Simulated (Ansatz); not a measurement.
(100) slab cut from the bulk of Si, 15 Å of vacuum:

```xyz
10
Lattice="3.8417 0.0000 0.0000 0.0000 3.8417 0.0000 0.0000 0.0000 27.2243" Properties=species:S:1:pos:R:3 pbc="T T T"
Si    0.0000    1.9209    7.5000
Si    0.0000    0.0000    8.8583
Si    1.9209    0.0000   10.2165
Si    1.9209    1.9209   11.5748
Si    0.0000    1.9209   12.9330
Si    0.0000    0.0000   14.2913
Si    1.9209    0.0000   15.6495
Si    1.9209    1.9209   17.0078
Si    0.0000    1.9209   18.3660
Si    0.0000    0.0000   19.7243
```

All numbers below come from Ansatz, DFT PBEsol, scalar-relativistic, plane waves, PAW. Settings: cutoff 420 eV, Γ-centred mesh 9×9×1 on the computed 10-atom cell, Gaussian smearing of 0.05 eV; no spin polarisation. A dipole correction removes the field between periodic images along c.

This base run converges in 8 iterations with a largest force of 0.099 eV/Å and a work function of 5.43 eV on the top face.

One setting at a time is then changed, some of them on purpose to poor values; changes count from the base run, energies are extrapolated to zero smearing, γ keeps the base's bulk energy, atoms stay where they are, and risky runs are capped at 50 to 100 iterations.

(1) What happens with occupations fermi-dirac 0.3 eV?

(2) What happens with the slab thinned to 4 atoms (same faces, atoms at the bulk's places)?

(3) What happens with k mesh 4×4×1?

(4) What happens with mixing β = 0.9?

(5) What happens with occupations fermi-dirac 0.025 eV?

## Answers

(1) It converges in 7 iterations; ΔE (meV/atom) -7.8, Δγ (J/m²) -0.042, Δφ top (eV) -0.11, largest force (eV/Å) 0.040, largest change of a force (eV/Å) 0.097.

(2) It converges in 6 iterations; ΔE (meV/atom) +551.8, Δγ (J/m²) -0.183, Δφ top (eV) -0.11, largest force (eV/Å) 0.401.

(3) It converges in 9 iterations; ΔE (meV/atom) +31.4, Δγ (J/m²) +0.170, Δφ top (eV) +0.15, largest force (eV/Å) 0.099, largest change of a force (eV/Å) 0.129.

(4) It converges in 8 iterations; ΔE (meV/atom) 0.0, Δγ (J/m²) 0.000, Δφ top (eV) 0.00, largest force (eV/Å) 0.099, largest change of a force (eV/Å) 0.000.

(5) It converges in 8 iterations; ΔE (meV/atom) 0.0, Δγ (J/m²) 0.000, Δφ top (eV) 0.00, largest force (eV/Å) 0.097, largest change of a force (eV/Å) 0.002.

Cost: 9 runs of about 4.4 core-minutes in all, on Intel Xeon Platinum 8175M (Skylake/Cascade Lake) (shared hosts).